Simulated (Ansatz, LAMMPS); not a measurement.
# Amorphous SiO2 (96 atoms): relaxation and levels of theory

Which bonds does the relaxation leave, and how do the Kohn-Sham gap, forces and pressure change with k-mesh and functional?

Calculated with Ansatz 0.2.0: Kohn-Sham DFT, PBE, PAW (set soft_2), plane waves; cutoff 420 eV, Γ point, fermi-dirac smearing of 0.025 eV.

**The cell**

Density at the start: 2.45 g/cm³. The cell holds 96 atoms: 32 Si and 64 O. Cell: a = 10.923 Å, b = 10.923 Å, c = 10.923 Å, α = 90.0°, β = 90.0°, γ = 90.0°. 96 atoms (32 Si, 64 O) placed at random at 2.45 g/cm³, melted at 5000 K for 10 ps at fixed volume with the Vashishta potential (Vashishta, Kalia, Rino and Ebbsjo, Phys. Rev. B 41, 12197 (1990)). Quenched from 5000 K to 300 K at 50 K/ps and fixed volume, held 5 ps, then minimised at fixed cell.

The atoms were relaxed with PBE. The walk converged after 4 steps, with a largest force component of 0.0280 eV/Å; it began at an r.m.s. force component of 0.45 eV/Å. The energy fell by 14.5 meV an atom.

The input of the reference single point:

```yaml
crystal:
  lattice:
    - [10.9227, 0.0, 0.0]
    - [0.0, 10.9227, 0.0]
    - [0.0, 0.0, 10.9227]
  atoms:
    - { symbol: Si, position: [0.70099, 0.56491, 0.70245] }
    - { symbol: Si, position: [0.47892, 0.58167, 0.43032] }
    - { symbol: Si, position: [0.25959, 0.48513, 0.3472] }
    - { symbol: Si, position: [0.42933, 0.50578, 0.70285] }
    [... 90 atom lines left out ...]
    - { symbol: O, position: [0.57762, 0.47801, 0.39228] }
    - { symbol: O, position: [0.60101, 0.84261, 0.62288] }
kpoints:
  mp_grid: { grid: [1, 1, 1] }
hamiltonian:
  xc: pbe
scf:
  occupations: { method: fermi_dirac, width: 0.025 }
output:
  forces: true
  stress: true
  populations: true
  dos:
    method: { smearing: { sigma: 0.08 } }
    de: 0.05
    projected: { site_lists: { O: [O], Si: [Si] } }
  eigenvalues: true
  write_density: true
  write_potential: true
  volumetric_format: npy
```

**Bonds after relaxation**

Bonds by pair of elements; cutoffs follow the first minimum of g(r), held within bounds set by covalent radii, and pairs that aren't listed don't count as bonded:

| pair A-B | cutoff (Å) | bonds | mean length (Å) | spread (Å) | shortest (Å) | B about A | A about B |
| --- | --- | --- | --- | --- | --- | --- | --- |
| O-Si | 2.08 | 128 | 1.64 | 0.017 | 1.60 | 2 | 4 |

How many atoms have how many bonded neighbours:

| element | mean | 2 | 4 |
| --- | --- | --- | --- |
| O | 2 | 64 | 0 |
| Si | 4 | 0 | 32 |

**Beside experiment**

**What experiment says.** A silica glass plate was measured by high-energy x-ray diffraction at 20 K and the Si-O distance was taken from the first PDF peak (“Polyhedral units and network connectivity in calcium aluminosilicate glasses from high-energy x-ray diffraction”, 2000, arxiv:cond-mat/0007490): nearest Si–O distance 1.61 Å; number of O about Si 4. The nearest silicon-silicon distance in amorphous silica was obtained by fitting a symmetric peak to the measured radial distribution (as quoted in “New insights into the origin of the first sharp diffraction peak in amorphous silica from an analysis of chemical and radial ordering”, 2024, arxiv:2403.10632): nearest Si–Si distance 3.08 Å; nearest O–O distance 2.63 Å. The mean Si-O-Si angle was obtained by reanalysing earlier high-energy photon diffraction data in combination with published neutron diffraction data on silica glass (“Bond angle distribution in amorphous germania and silica”, 1996, arxiv:chem-ph/9603004): Si–O–Si angle 148.3 °.

Calculation beside experiment:

| quantity | measured | this cell | difference | method of the measurement |
| --- | --- | --- | --- | --- |
| nearest Si–O distance | 1.61 Å | 1.64 Å | +1.6 % | high-energy XRD, PDF Gaussian fit |
| nearest Si–Si distance | 3.08 Å | 3.06 Å | -0.6 % | diffraction, Gaussian radial peak fit |
| nearest O–O distance | 2.63 Å | 2.66 Å | +1.1 % | diffraction, Gaussian radial peak fit |
| number of O about Si | 4 | 4 | +0.0 % | high-energy XRD, PDF Gaussian fit |
| Si–O–Si angle | 148.3 ° | 141 ° | -5.2 % | x-ray and neutron diffraction, model fit |

The cell differs from the measured distances by up to 1.6 %, neighbour counts by up to 0.0 % and angles by up to 5.2 %. Distances of this cell are positions of the first main peak of g(r), or bond means where the peak is narrow; means over all bonds within a cutoff lie farther out for broad shells. The network comes from the model that made the cell; DFT moved the atoms only locally, and no bond changed. Our coordination numbers hang on a cutoff, and experiments count neighbours in their own ways.

**Levels of theory**

Single points at the relaxed geometry:

| functional | k-mesh | Kohn-Sham gap (eV) | pressure (GPa) | r.m.s. force component (eV/Å) | SCF cycles | time |
| --- | --- | --- | --- | --- | --- | --- |
| PBE | 1×1×1 | 5.239 | 0.20 | 0.007 | 9 | 25 s |
| PBE | 2×2×2 | 5.229 | 0.21 | 0.008 | 9 | 4.1 min |
| HSE06 | 1×1×1 | 7.085 | -4.90 | 0.193 | 15 | 5.3 min |
| r2SCAN | 1×1×1 | 5.920 | -4.87 | 0.160 | 9 | 53 s |
| PBEsol | 1×1×1 | 5.171 | -2.46 | 0.058 | 9 | 21 s |

The gap is that between the highest filled and lowest empty Kohn-Sham level on the run's k-points. Cutoffs: 420 eV for PBE, HSE06 and PBEsol; 500 eV for r2SCAN. Times come from shared hosts and are rough.

**Findings**

By these cutoffs 100 % of O atoms have 2 and 100 % of Si atoms have 4 neighbours. The Kohn-Sham gap is 5.24 eV with PBE on the 1×1×1 mesh and 5.23 eV on 2×2×2. On the 1×1×1 mesh HSE06 changes the gap by +1.85 eV against PBE. Carrying that shift over to the 2×2×2 mesh gives 5.23 + 1.85 = 7.07 eV, an estimate that takes the shift to be alike at all k-points. On the reference's mesh the gap changes with r2SCAN by +0.68 eV and PBEsol by -0.07 eV. Against the reference the pressure changes with HSE06 by -5.1 GPa, r2SCAN by -5.1 GPa and PBEsol by -2.7 GPa; a negative change means a smaller volume than PBE would take. The denser mesh moves the energy by -0.5 meV/atom and the pressure by +0.01 GPa.

Limits: All single points share the geometry relaxed with PBE. The density was set when the cell was made, as one point of a scan, and needn't be that of the real material. One sample; tail or defect levels can set the gap of a disordered cell. The quench rate of 50 K/ps is many orders above laboratory rates, so the cell is likely richer in defects and strain than a real sample. The network of bonds at the start is that of the classical potential that made the cell, and needn't be the one that DFT or experiment would give. In some runs the program notes that it cut back its work space to fit the memory limit, the exchange threshold is loose for the stress and the SCF threshold is loose for the stress.

[Logs are printed without paths, hosts, clocks, repeated set-up lines and the standing remarks that a program may print on its own settings, such as how far it seeks lower states.]

[Hosts, paths, dates, database ids (printed as entryN), source tags and the programs' standing remarks are cut or masked in the printed files.]
